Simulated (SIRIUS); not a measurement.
# MgB2 (P6/mmm) in SIRIUS: equation of state

Aim: energy against volume of MgB2 in PBEsol, for its equilibrium volume and stiffness.

All numbers are computed with SIRIUS 7.12.0; they aren't measurements. Logs are shortened: lines on timing, memory, paths and dates and some standing lists are left out, and cuts for length are marked. The log counts tension as positive stress, the text compression.

### 1 Starting point

The structure is hexagonal, space group P6/mmm (No. 191). The conventional cell has a = 3.085 Å, b = 3.085 Å, c = 3.523 Å, α = 90.00°, β = 90.00°, γ = 120.00°. Around Mg (site symmetry 6/mmm) lie 12 B at 2.51 Å. Around B (site symmetry -6m2) lie 3 B at 1.78 Å.

### 2 Single point, PBEsol, 9.10 Å³/atom (volume scaled by 0.94)

Input file sirius.json:

```json
{
  "control": {
    "processing_unit": "cpu",
    "verbosity": 2,
    "num_bands_to_print": 15,
    "print_forces": true,
    "print_stress": true
  },
  "parameters": {
    "electronic_structure_method": "pseudopotential",
    "xc_functionals": ["XC_GGA_X_PBE_SOL", "XC_GGA_C_PBE_SOL"],
    "gk_cutoff": 9.2,
    "pw_cutoff": 18.4,
    "ngridk": [10, 10, 8],
    "shiftk": [0, 0, 0],
    "smearing": "fermi_dirac",
    "smearing_width": 0.0018374661,
    "num_bands": 15,
    "num_mag_dims": 0,
    "num_dft_iter": 100,
    "energy_tol": 1e-08,
    "density_tol": 1e-06
  },
  "iterative_solver": {
    "type": "davidson",
    "min_tolerance": 1e-10
  },
  "mixer": {
    "type": "anderson",
    "beta": 0.7,
    "max_history": 8
  },
  "settings": {
    "tol_ne": 1e-10,
    "pseudo_grid_cutoff": 6.5
  },
  "unit_cell": {
    "lattice_vectors": [
      [5.710796087086, 0.0, 0.0],
      [-2.855398043543, 4.945694487361, 0.0],
      [0.0, 0.0, 6.521599550954]
    ],
    "atom_coordinate_units": "lattice",
    "atom_types": ["Mg", "B"],
    "atom_files": {
      "Mg": "Mg.json",
      "B": "B.json"
    },
    "atoms": {
      "Mg": [
        [0.0, 0.0, 0.0]
      ],
      "B": [
        [0.6666666667, 0.3333333333, 0.5],
        [0.3333333333, 0.6666666667, 0.5]
      ]
    }
  }
}
```

Potentials or basis: PseudoDojo 0.4.1 PBEsol standard (scalar relativistic).

Launch:

```bash
upf_to_json Mg.upf
upf_to_json B.upf
OMP_NUM_THREADS=1 sirius.scf --input=sirius.json --output=out.json --task=0
```

The log of the run:

```text
[info] SIRIUS version : 7.12.0
[info] number of MPI ranks           : 1
[info] MPI grid                      : 1 1
[info] maximum number of OMP threads : 1
[fft] FFT context for density and potential
[fft] =====================================
[fft]   comm size                             : 1
[fft]   plane wave cutoff                     : 18.4
[fft]   grid size                             : 36 36 45   total : 58320
[fft]   grid limits                           : -17 18   -17 18   -22 22
[fft]   number of G-vectors within the cutoff : 9716
[fft]   local number of G-vectors             : 9716
[fft]   number of G-shells                    : 1026
[fft] FFT context for coarse grid
[fft] =====================================
[fft]   comm size                             : 1
[fft]   plane wave cutoff                     : 18.4
[fft]   grid size                             : 36 36 45   total : 58320
[fft]   grid limits                           : -17 18   -17 18   -22 22
[fft]   number of G-vectors within the cutoff : 9716
[fft]   local number of G-vectors             : 9716
[fft]   number of G-shells                    : 1026
[unit cell] lattice vectors
[unit cell]   a1 :       5.7107960871      0.0000000000      0.0000000000
[unit cell]   a2 :      -2.8553980435      4.9456944874      0.0000000000
[unit cell]   a3 :       0.0000000000      0.0000000000      6.5215995510
[unit cell] reciprocal lattice vectors
[unit cell]   b1 :       1.1002293220      0.6352176952     -0.0000000000
[unit cell]   b2 :       0.0000000000      1.2704353905      0.0000000000
[unit cell]   b3 :       0.0000000000     -0.0000000000      0.9634423669
[unit cell] unit cell volume :       184.19509726 [a.u.^3]
[unit cell] 1/sqrt(omega)    :         0.07368193
[unit cell] MT volume        :         0.00000000 ( 0.00%)
[unit cell] IT volume        :       184.19509726 (100.00%)
[unit cell] number of atom types : 2
[unit cell] type id : 0 symbol : Mg mt_radius :  15.090000 num_atoms : 1
[unit cell] type id : 1 symbol :  B mt_radius :  15.330000 num_atoms : 2
[unit cell] total number of atoms : 3
[unit cell] number of symmetry classes : 2
[unit cell] number of PAW atoms : 0
[unit cell] atom id  type id  class id             position                      vector_field
[unit cell] ------------------------------------------------------------------------------------------
[unit cell]      0        0        0      0.00000   0.00000   0.00000      0.00000   0.00000   0.00000
[unit cell]      1        1        1      0.66667   0.33333   0.50000      0.00000   0.00000   0.00000
[unit cell]      2        1        1      0.33333   0.66667   0.50000      0.00000   0.00000   0.00000
[unit cell] atom id         position (Cartesian, a.u.)
[unit cell] ---------------------------------------------
[unit cell]      0       0.000000    0.000000    0.000000
[unit cell]      1       2.855398    1.648565    3.260800
[unit cell]      2      -0.000000    3.297130    3.260800
[unit cell] class id : 0 atom id : 0
[unit cell] class id : 1 atom id : 1 2
[unit cell] minimum bond length:     3.297130
[unit cell] total number of pseudo wave-functions: 13
[sym] space group number   : 191
[sym] international symbol : P6/mmm
[sym] Hall symbol          : -P 6 2
[sym] space group transformation matrix :
[sym]   1.0000  0.0000  0.0000
[sym]   0.0000  1.0000  0.0000
[sym]   0.0000  0.0000  1.0000
[sym] space group origin shift :
[sym]   0.0000  0.0000  0.0000
[sym] number of space group operations  : 24
[sym] number of magnetic group operations : 24
[sym] metric tensor error: 1.1054e-09
[sym] rotation matrix error: 3.9138e-11
[sym] symmetry operations
[... list of symmetry operations ...]
[atom type] label          : Mg
[atom type] --------------------------------------------------------------------------------
[atom type] symbol         : Mg
[atom type] name           :
[atom type] zn             : 10
[atom type] mass           : 0
[... 197 lines left out ...]
[diagonalize] iterative solver tolerance (occupied, empty): 0.00125 0.00125
[diagonalize] average number of iterations: 1.27143
[find] Total energy                   :     -65.19192306 (Ha),    -130.38384613 (Ry)
[find] Free energy (E-TS)             :     -65.19217759 (Ha),    -130.38435518 (Ry)
[find] band gap (eV)                  :       0.00000000
[find] Efermi                         :       0.36320602
[find] iteration : 3, RMS (target) : 1.8583e-03 (1.0000e-06) , energy difference (target) : -1.0685e-04 (1.0000e-08)
[find] | SCF iteration   4 out of 100|
[diagonalize] iterative solver tolerance (occupied, empty): 0.000185827 0.000185827
[diagonalize] average number of iterations: 3.34286
[find] Total energy                   :     -65.19194327 (Ha),    -130.38388654 (Ry)
[... 44 lines left out ...]
[find] | SCF iteration  10 out of 100|
[diagonalize] iterative solver tolerance (occupied, empty): 2.32343e-07 2.32343e-07
[diagonalize] average number of iterations: 1.61429
[find] Total energy                   :     -65.19194596 (Ha),    -130.38389192 (Ry)
[find] Free energy (E-TS)             :     -65.19219716 (Ha),    -130.38439432 (Ry)
[find] band gap (eV)                  :       0.00000000
[find] Efermi                         :       0.36303173
[find] iteration : 10, RMS (target) : 1.1739e-06 (1.0000e-06) , energy difference (target) : 2.3763e-09 (1.0000e-08)
[find] bands are converged : true
[find] iterative solver converged : false
[find] +------------------------------+
[find] | SCF iteration  11 out of 100|
[find] +------------------------------+
[diagonalize] iterative solver tolerance (occupied, empty): 1.16171e-07 1.16171e-07
[diagonalize] average number of iterations: 2.1
[diagonalize] Lowest band energies
[diagonalize] ik:    0   -2.385035   -1.171387   -1.171387   -1.170936   -0.108943    0.248169    0.376941    0.376941    0.426342    0.602203    0.602203    0.683633    0.746063    0.848745    0.977585
[diagonalize] ik:    1   -2.385018   -1.171566   -1.171430   -1.170909   -0.102280    0.254619    0.344649    0.361546    0.431956    0.598838    0.631177    0.695887    0.721975    0.880560    0.951283
[diagonalize] ik:    2   -2.384975   -1.172034   -1.171543   -1.170838   -0.082420    0.273762    0.274121    0.331037    0.449258    0.581592    0.660996    0.701548    0.718094    0.916977    0.919946
[diagonalize] ik:    3   -2.384922   -1.172611   -1.171682   -1.170750   -0.049756    0.195365    0.303186    0.304640    0.475262    0.563389    0.585463    0.706866    0.791458    0.875734    0.917443
[diagonalize] ik:    4   -2.384879   -1.173076   -1.171795   -1.170679   -0.005073    0.120553    0.284962    0.343315    0.500207    0.515160    0.558375    0.667732    0.851535    0.871939    0.916666
[diagonalize] ...
[diagonalize] ik:   65   -2.384849   -1.173110   -1.171902   -1.170990    0.064713    0.125100    0.217267    0.268199    0.325741    0.612743    0.618043    0.802927    0.860897    0.895227    0.955156
[diagonalize] ik:   66   -2.384884   -1.172668   -1.171882   -1.171054    0.013105    0.163652    0.222690    0.251643    0.413943    0.597625    0.681240    0.738407    0.819816    0.894169    0.951566
[diagonalize] ik:   67   -2.384849   -1.172904   -1.172107   -1.170990    0.053541    0.165978    0.209527    0.223662    0.351282    0.553835    0.693364    0.800728    0.853078    0.894780    0.947781
[diagonalize] ik:   68   -2.384836   -1.172986   -1.172202   -1.170965    0.096236    0.115098    0.216321    0.244661    0.309939    0.539632    0.692112    0.876253    0.877227    0.883896    0.891504
[diagonalize] ik:   69   -2.384831   -1.172803   -1.172452   -1.170956    0.097518    0.144304    0.173764    0.255301    0.308473    0.509693    0.774530    0.800251    0.878661    0.883415    0.906462
[find] Charges and magnetic moments
[find] --------------------------------------------------------------------------------
[find] total charge          : 16.000000
[find] Energy
[find] --------------------------------------------------------------------------------
[find] valence_eval_sum               :     -10.39728639
[find] <rho|V^{XC}>                   :     -13.18940260
[find] <rho|E^{XC}>                   :     -10.32077938
[find] <mag|B^{XC}>                   :       0.00000000
[find] <rho|V^{H}>                    :      39.93153609
[find] one-electron contribution      :     -37.13941989 (Ha),     -74.27883977 (Ry)
[find] hartree contribution           :      19.96576805
[find] xc contribution                :     -10.32077938
[find] ewald contribution             :     -37.69751498
[find] PAW contribution               :       0.00000000
[find] smearing (-TS)                 :      -0.00025120
[find] SCF correction                 :       0.00000025
[find] Total energy                   :     -65.19194596 (Ha),    -130.38389192 (Ry)
[find] Free energy (E-TS)             :     -65.19219716 (Ha),    -130.38439432 (Ry)
[find] band gap (eV)                  :       0.00000000
[find] Efermi                         :       0.36303174
[find] iteration : 11, RMS (target) : 2.4711e-07 (1.0000e-06) , energy difference (target) : -1.2458e-09 (1.0000e-08)
[find] bands are converged : true
[find] iterative solver converged : false
[find] converged after 12 SCF iterations!
[find] Charges and magnetic moments
[find] --------------------------------------------------------------------------------
[find] total charge          : 16.000000
[find] Energy
[find] --------------------------------------------------------------------------------
[find] valence_eval_sum               :     -10.39728639
[find] <rho|V^{XC}>                   :     -13.18940260
[find] <rho|E^{XC}>                   :     -10.32077938
[find] <mag|B^{XC}>                   :       0.00000000
[find] <rho|V^{H}>                    :      39.93153609
[find] one-electron contribution      :     -37.13941989 (Ha),     -74.27883977 (Ry)
[find] hartree contribution           :      19.96576805
[find] xc contribution                :     -10.32077938
[find] ewald contribution             :     -37.69751498
[find] PAW contribution               :       0.00000000
[find] smearing (-TS)                 :      -0.00025120
[find] SCF correction                 :       0.00000025
[find] Total energy                   :     -65.19194596 (Ha),    -130.38389192 (Ry)
[find] Free energy (E-TS)             :     -65.19219716 (Ha),    -130.38439432 (Ry)
[find] band gap (eV)                  :       0.00000000
[find] Efermi                         :       0.36303174
[ground_state] === stress tensor components [kbar] ===
[ground_state] === stress_kin ===
[ground_state] -40713.677695    0.000000   -0.000000
[ground_state]     0.000000-40713.677693    0.000000
[ground_state]    -0.000000    0.000000-40491.178285
[ground_state] === stress_har ===
[ground_state] -10567.209048   -0.000000   -0.000000
[ground_state]    -0.000000-10567.209047    0.000000
[ground_state]    -0.000000    0.000000-10756.392681
[ground_state] === stress_ewald ===
[ground_state] 19906.700205    0.000000    0.000000
[ground_state]     0.00000019906.700204   -0.000000
[ground_state]     0.000000   -0.00000020399.876348
[ground_state] === stress_vloc ===
[ground_state]  7164.218821   -0.000000    0.000000
[ground_state]    -0.000000 7164.218821   -0.000000
[ground_state]     0.000000   -0.000000 6767.240183
[ground_state] === stress_xc ===
[ground_state]  4729.943432    0.000000    0.000000
[ground_state]     0.000000 4729.943432    0.000000
[ground_state]     0.000000    0.000000 4726.482649
[ground_state] === stress_core ===
[ground_state]   447.400023   -0.000000   -0.000000
[ground_state]    -0.000000  447.400023   -0.000000
[ground_state]    -0.000000   -0.000000  433.559079
[ground_state] === stress_nonloc ===
[ground_state] 18944.264604    0.000000    0.000000
[ground_state]     0.00000018944.264603   -0.000000
[ground_state]     0.000000   -0.00000018873.701438
[ground_state] === stress_us_nl ===
[ground_state] 18944.264604    0.000000    0.000000
[ground_state]     0.00000018944.264603   -0.000000
[ground_state]     0.000000   -0.00000018873.701438
[ground_state] === stress_total ===
[ground_state]   -88.359658   -0.000000   -0.000000
[ground_state]    -0.000000  -88.359658   -0.000000
[ground_state]    -0.000000   -0.000000  -46.711269
[ground_state] ==== total Forces in Ha/bohr =====
[ground_state] atom:    0, force:       0.0000000      0.0000000      0.0000000
[ground_state] atom:    1, force:      -0.0000000      0.0000000      0.0000000
[ground_state] atom:    2, force:       0.0000000      0.0000000     -0.0000000
[ground_state] ==== ultrasoft contribution from Qij =====
[ground_state] atom:    0, force:       0.0000000      0.0000000      0.0000000
[ground_state] atom:    1, force:       0.0000000      0.0000000      0.0000000
[ground_state] atom:    2, force:       0.0000000      0.0000000      0.0000000
[ground_state] ==== non-local contribution from Beta-projector =====
[ground_state] atom:    0, force:       0.0000000      0.0000000      0.0000000
[ground_state] atom:    1, force:      -0.0000000      0.0000000      0.0000000
[ground_state] atom:    2, force:       0.0000000      0.0000000     -0.0000000
[ground_state] ==== contribution from local potential =====
[ground_state] atom:    0, force:       0.0000000      0.0000000      0.0000000
[ground_state] atom:    1, force:       0.0000000      0.0000000      0.0000000
[ground_state] atom:    2, force:      -0.0000000     -0.0000000      0.0000000
[ground_state] ==== contribution from core density =====
[ground_state] atom:    0, force:       0.0000000      0.0000000      0.0000000
[ground_state] atom:    1, force:       0.0000000      0.0000000      0.0000000
[ground_state] atom:    2, force:      -0.0000000     -0.0000000      0.0000000
[ground_state] ==== Ewald forces from ions =====
[ground_state] atom:    0, force:       0.0000000      0.0000000      0.0000000
[ground_state] atom:    1, force:       0.0000000     -0.0000000      0.0000000
[ground_state] atom:    2, force:       0.0000000      0.0000000      0.0000000
[~DFT_ground_state] local op. applied: 27774
[~DFT_ground_state] evp. work count: 7513.04
[~DFT_ground_state] number of iterative solver steps: 1978
```

It took 24 s on 1 thread of Intel Xeon 6975P-C (Granite Rapids), shared host; peak memory 0.32 GiB.

What came out:

* Free energy: -1773.9701 eV
* Pressure: 7.4 GPa
* Band gap on the k mesh: none (metal or under the smearing width)

### 3 Single point, PBEsol, 9.29 Å³/atom (volume scaled by 0.96)

sirius.json: that of step 2 with these lines changed.

```diff
@@ -38,5 +38,5 @@
     "lattice_vectors": [
-      [5.710796087086, 0.0, 0.0],
-      [-2.855398043543, 4.945694487361, 0.0],
-      [0.0, 0.0, 6.521599550954]
+      [5.751014285946, 0.0, 0.0],
+      [-2.875507143067, 4.980524469303, 0.0],
+      [0.0, 0.0, 6.567527821483]
     ],
```

Potentials or basis: PseudoDojo 0.4.1 PBEsol standard (scalar relativistic).

Launch:

```bash
upf_to_json Mg.upf
upf_to_json B.upf
OMP_NUM_THREADS=1 sirius.scf --input=sirius.json --output=out.json --task=0
```

Run time: 24 s. Hardware: 1 thread of Intel Xeon 6975P-C (Granite Rapids), shared host; peak memory 0.32 GiB.

It converged, with:

```
Free energy            : -1773.9903 eV
Pressure               : 3.8 GPa
Band gap on the k mesh : none (metal or under the smearing width)
```

### 4 Single point, PBEsol, 9.49 Å³/atom (volume scaled by 0.98)

sirius.json: that of step 3 with these lines changed.

```diff
@@ -38,5 +38,5 @@
     "lattice_vectors": [
-      [5.751014285946, 0.0, 0.0],
-      [-2.875507143067, 4.980524469303, 0.0],
-      [0.0, 0.0, 6.567527821483]
+      [5.790677706946, 0.0, 0.0],
+      [-2.895338853473, 5.014873999339, 0.0],
+      [0.0, 0.0, 6.612822548289]
     ],
```

Launch:

```bash
upf_to_json Mg.upf
upf_to_json B.upf
OMP_NUM_THREADS=1 sirius.scf --input=sirius.json --output=out.json --task=0
```

Wall time 24 s (1 thread of Intel Xeon 6975P-C (Granite Rapids), shared host); peak memory 0.33 GiB.

It converged, with:

- Free energy: -1773.9979 eV
- Pressure: 0.4 GPa
- Band gap on the k mesh: none (metal or under the smearing width)

### 5 Single point, PBEsol, 9.87 Å³/atom (volume scaled by 1.02)

sirius.json: that of step 4 with these lines changed.

```diff
@@ -38,5 +38,5 @@
     "lattice_vectors": [
-      [5.790677706946, 0.0, 0.0],
-      [-2.895338853473, 5.014873999339, 0.0],
-      [0.0, 0.0, 6.612822548289]
+      [5.868414200417, 0.0, 0.0],
+      [-2.934207100208, 5.082195777499, 0.0],
+      [0.0, 0.0, 6.701595860012]
     ],
```

Launch:

```bash
upf_to_json Mg.upf
upf_to_json B.upf
OMP_NUM_THREADS=1 sirius.scf --input=sirius.json --output=out.json --task=0
```

Run time: 27 s. Hardware: 1 thread of Intel Xeon 6975P-C (Granite Rapids), shared host; peak memory 0.34 GiB.

It converged, with:

| Item | Value |
| --- | --- |
| Free energy | -1773.9791 eV |
| Pressure | -5.4 GPa |
| Band gap on the k mesh | none (metal or under the smearing width) |

(Part 1 of 2 ends here.)
